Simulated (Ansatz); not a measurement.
# NbSi2N4 monolayer in a perpendicular field, part 3 of 3

Aim: how the NbSi2N4 monolayer screens a field along its normal, and what the field does to its bands. A positive field points along +c.

Ansatz 0.2.0; plane-wave DFT, PBE-D3(BJ), Ansatz PAW.

So far. Step 3 (Atoms held, field 0): The work function of the upper face is 5.40 eV. Step 4 (Single point, field 0.1 V/Å): The dipole is 0.0332 e·Å.

## (5) Single point, field -0.1 V/Å

Input file input.yaml:

```yaml
crystal:
  lattice:
    - [2.9502389782, 0.0, 0.0]
    - [-1.4751194891, 2.5549819024, 0.0]
    - [0.0, 0.0, 25.0156502269]
  atoms:
    - { symbol: "N", position: [0.0, 0.0, 0.3597747777], spin: 0.01 }
    - { symbol: Si, position: [0.3333333333, 0.6666666667, 0.3799187159] }
    - { symbol: "N", position: [0.3333333333, 0.6666666667, 0.4497628605], spin: 0.01 }
    - { symbol: Nb, position: [0.0, 0.0, 0.5], spin: 0.35 }
    - { symbol: "N", position: [0.3333333333, 0.6666666667, 0.5502371395], spin: 0.01 }
    - { symbol: Si, position: [0.3333333333, 0.6666666667, 0.6200812841] }
    - { symbol: "N", position: [0.0, 0.0, 0.6402252223], spin: 0.01 }
magnetization:
  spin_polarized: true
kpoints:
  mp_grid: { grid: [18, 18, 1] }
  band_path:
    path: [[0, 0, 0], [0.5, 0, 0], [0.33333333, 0.33333333, 0], [0, 0, 0]]
    npoints: 16
hamiltonian:
  xc: pbe
  dispersion: d3bj
scf:
  occupations: { method: fermi_dirac, width: 0.02585 }
  convergence: { dr2_threshold: 1.0e-10 }
efield:
  axis: 3
  dipole_correction: true
  ramp_position: 0.9364
  ramp_width: 0.1271
  amplitude: -0.1
output:
  write_potential: true
  write_density: true
  volumetric_format: npy
```

On the command line:

```sh
$ ansatz run input.yaml --threads 2 --pin off --max-ram 3072MiB --backend cpu --events-out ev --progress --plain --runs-dir out
```

Numbers of over 12 decimals in the logs are rounded to 6 here.

The log of the run:

```text
[...]
Crystal: 7 atoms, lattice volume = 188.563 Å³
Basis set: ecut = 420 eV, 3611 PW (Γ)
Bands: 28, of which v1, the nominal top of the filled ones, is band 21 counted from 1 (20 counted from 0)
Symmetry: 6 space group operations
k-points: 37 of 324 (time reversal used)
[...]
Starting moments: Σ|m| = 0.39 μB on 5 of 7 sites
[...]
k-point 1 ↑: bands = [... 17 lower, -1.0579, -0.9601, -0.7206, 1.5124, 4.3666, 4.5534, 4.8942, 5.2439, ... 3 higher]
  k-point 2 ↑: bands = [... 17 lower, -1.2088, -1.1258, -0.6527, 1.3759, 4.2259, 4.5538, 4.8167, 5.4907, ... 3 higher]
  k-point 36 ↓: bands = [... 17 lower, -2.4036, -0.5651, 0.1628, 1.9716, 4.5301, 5.2131, 6.5223, 6.8150, ... 3 higher]
[key lines of the parts left out:]
SCF converged after 17 iterations
Magnetization: 0.8820 μB (20.9410 up, 20.0590 down)
Free energy (F): -7368.250902 eV
Fermi energy:    1.292537 eV
Dipole field:    D = -0.031823 V/Å  (p = -0.033161 e·Å, saw-weighted, corrected)
```

Wall time 52 s (2 threads of Intel Xeon at 2.70GHz, shared host); peak memory 0.75 GiB; 1.7 min of CPU time.

The dipole is -0.0332 e·Å.

## (6) Response, atoms held

This step: plane-wave DFT, PBE-D3(BJ), Ansatz PAW; response to a field along the normal, atoms held (Ansatz 0.2.0).

The dipoles give the slope, and the difference of two potentials shows where the field is screened.

Numbers from this step:

```
equivalent conductor thickness p/(ε₀AE) : 7.961 Å
distance between the outer atoms        : 7.016 Å
```

Dipole of the cell against applied field:

```
applied field (V/Å)  dipole of the cell (e·Å)
            -0.1000                   -0.0332
             0.0000                    3.9e-8
             0.1000                    0.0332
```

The total moment stays at 0.882 μB for applied field from -0.1 to 0.1 V/Å.

Local field over the applied field, running mean. From the potentials at -0.1 and 0.1 V/Å; running mean over 2.5 Å. Table of local field over applied field by z:

z (Å), local field over applied field and a bar:
```
      4.5      1.000 ##############################
      5.0      0.998 ##############################
      5.5      0.994 ##############################
      6.0      0.982 #############################
      6.5      0.946 ############################
      7.0      0.862 ##########################
      7.5      0.720 #####################
      8.0      0.555 ################
      8.5      0.394 ###########
      9.0      0.277 #######
      9.5      0.200 #####
     10.0      0.166 ####
     10.5      0.143 ###
     11.0      0.127 ##
     11.5      0.096 #
     12.0      0.068 
     12.5      0.053 
     13.0      0.067 
     13.5      0.095 #
     14.0      0.126 ##
     14.5      0.142 ###
     15.0      0.165 ####
     15.5      0.199 #####
     16.0      0.274 #######
     16.5      0.389 ###########
     17.0      0.549 ################
     17.5      0.715 #####################
     18.0      0.859 ##########################
     18.5      0.945 ############################
     19.0      0.981 #############################
     19.5      0.994 ##############################
     20.0      0.998 ##############################
     20.5      1.000 ##############################
```

The induced electron density oscillates, so the rows of the table below give means over windows of 0.5 Å about each position, cut where the curve ends. Its maxima inside the range that stand out by 2 % of the span (Å: e/Å³ per V/Å): 8.20: 0.00385, 9.17: 0.00120, 10.56: 0.00142, 11.40: 0.00113, 13.06: 7.7e-4, 14.04: -3.7e-4, 15.29: 0.00193, 16.12: -4.0e-4. Its minima: 8.89: 4.0e-4, 9.73: -0.00193, 10.98: 3.7e-4, 11.95: -7.7e-4, 13.62: -0.00113, 14.45: -0.00142, 15.84: -0.00120, 16.82: -0.00385.

Electrons, planar mean, per unit field. The induced electron density by z; means over each step:

```csv
z (Å),induced electron density (e/Å³ per V/Å)
4.5,1.8e-6
5.0,6.7e-6
5.5,2.4e-5
6.0,8.1e-5
6.5,2.6e-4
7.0,7.5e-4
7.5,0.00190
8.0,0.00344
8.5,0.00254
9.0,7.8e-4
9.5,-8.2e-4
10.0,-6.4e-4
10.5,0.00120
11.0,6.8e-4
11.5,5.8e-4
12.0,-6.0e-4
12.5,-9.7e-6
13.0,6.0e-4
13.5,-5.4e-4
14.0,-6.8e-4
14.5,-0.00121
15.0,5.7e-4
15.5,9.0e-4
16.0,-7.8e-4
16.5,-0.00244
17.0,-0.00347
17.5,-0.00194
18.0,-7.8e-4
18.5,-2.7e-4
19.0,-8.5e-5
19.5,-2.5e-5
20.0,-6.9e-6
20.5,-1.9e-6
```

By hand: between -0.1 and 0.1 V/Å the dipole changes by 0.06632 e·Å, a slope of 0.3316 e·Å²/V. A perfect conductor of thickness t has p = ε₀AEt, so t = 180.95 × 0.3316 / 7.538 = 7.96 Å (e/ε₀ = 180.95 V·Å, A in Å²).

The induced dipole is that of a conductor 7.96 Å thick.

## (7) Outcome

| Property | Result |
| --- | --- |
| gap without field | none |
| work function, upper face | 5.40 eV |
| equivalent conductor thickness, atoms held | 7.96 Å |

What this shows: The induced dipole equals that of a perfect conductor 7.96 Å thick, while the outer atoms lie 7.02 Å apart. There is no gap over 0.03 eV, with or without the field. For an open d or f shell that can be the fault of a semilocal functional without a Hubbard term. The magnetic order is the one reached from the typed start; other orders were not compared. Spin-orbit coupling is left out. The outer anions sit over the metal atoms, one of several polytypes of such layers and not the lowest for every compound.

[Logs are printed without paths, hosts, clocks, repeated set-up lines and the standing remarks that a program may print on its own settings, such as how far it seeks lower states.]

[Hosts, paths, dates, database ids (printed as entryN), source tags and the programs' standing remarks are cut or masked in the printed files.]

[Maps of the electrostatic potential energy from Ansatz leave out the sawtooth potential of an applied field or a dipole correction, so their vacuum need not be flat; planar profiles and work functions include it.]
